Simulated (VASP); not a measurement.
Write the native input for VASP 6.6.1 that does the following.

```yaml
Task: single point
Functional: PBE
Potentials_or_basis: VASP PAW PBE potentials, release 64 (Sn_d)
Cutoff: 520 eV
k_mesh: 10 × 10 × 10
Occupations: gaussian, width 0.1 eV
Spin: no spin polarisation
Dipole_correction: no
Further_INCAR_settings: ALGO = Fast; EDIFF = 1e-07; NBANDS = 21
```

The structure of Sn lies in POSCAR:

```
Sn
1.0
   -0.0505015360      3.1500170800      3.1435258800
    3.1114268960     -0.0293402240      3.1223645680
    3.0970164320      3.1144453040     -0.0149297600
Sn
2
Direct
    0.5010737614      0.4995455386      0.4866480774
    0.7489262386      0.7504544614      0.7633519226
```

This isn't the form of Sn at room conditions, which is tetragonal (white tin).

The cell isn't the ideal one: all atoms moved at random, cell strained at random.

One way to write it, as run:

INCAR

```
SYSTEM = Sn
PREC = Accurate ; ENCUT = 520
EDIFF = 1E-7 ; ISMEAR = 0
SIGMA = 0.1 ; LREAL = .FALSE.
LASPH = .TRUE. ; NELM = 100
ALGO = Fast ; ISIF = 2
LWAVE = .FALSE. ; LCHARG = .FALSE.
GGA = PE ; NBANDS = 21
```

KPOINTS

```
regular mesh
0
G
  10 10 10
  0 0 0
```

Potentials or basis: VASP PAW PBE potentials, release 64 (Sn_d).

Command:

```sh
$ cat potpaw_PBE.64/Sn_d/POTCAR > POTCAR
$ mpirun -np 1 vasp_std > vasp.out
```

Results of the run:

```yaml
Pressure: 9.9 GPa
Largest_force: 1.283 eV/Å
Band_gap_on_the_k_mesh: none (metal or under the smearing width)
```

Caveat: forces of over 1 eV/Å show positions far from the minimum, so gaps and moduli don't describe the material at rest.

Wall time 8.3 min on 1 thread of AMD EPYC 9R45 96-Core Processor (Zen 5), on a shared host, peak memory 0.57 GiB.
